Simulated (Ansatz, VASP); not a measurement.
# SrTiO3 in VASP and in Ansatz

```
CELL_PARAMETERS angstrom
3.89066 0.00000 0.00000
0.00000 3.89066 0.00000
0.00000 0.00000 3.89066
ATOMIC_POSITIONS crystal
Sr 0.00000 0.00000 0.00000
Ti 0.50000 0.50000 0.50000
O 0.50000 0.00000 0.50000
O 0.50000 0.50000 0.00000
O 0.00000 0.50000 0.50000
```

Alike in both runs: functional PBE; k mesh 8 × 8 × 8; occupations gaussian, width 0.02 eV; no spin polarisation; Hubbard terms Ti d U = 4.0 eV.

Ansatz relaxed the structure, and its values are those at the end. VASP's run is a single point on that final structure, the one shown.

```csv
,VASP,Ansatz
version,VASP 6.6.1,Ansatz 0.2.0
potentials or method,"VASP PAW PBE potentials, release 64 (Sr_sv, Ti_sv, O)","scalar-relativistic, plane waves, PAW"
plane-wave cutoff (eV),520,420
valence electrons in the cell,40,40
```

|  | VASP | Ansatz | Ansatz less VASP |
| --- | --- | --- | --- |
| gap on the k mesh at the Fermi level (eV) | 2.41 | 2.40 | -0.006 |
| least direct gap on the mesh (eV) | 2.82 | 2.80 | -0.013 |
| pressure (GPa) | 11.1 | 8.0 | -3.11 |

The programs project onto different local orbitals, so the same U acts differently.

A k mesh can miss the band edges.
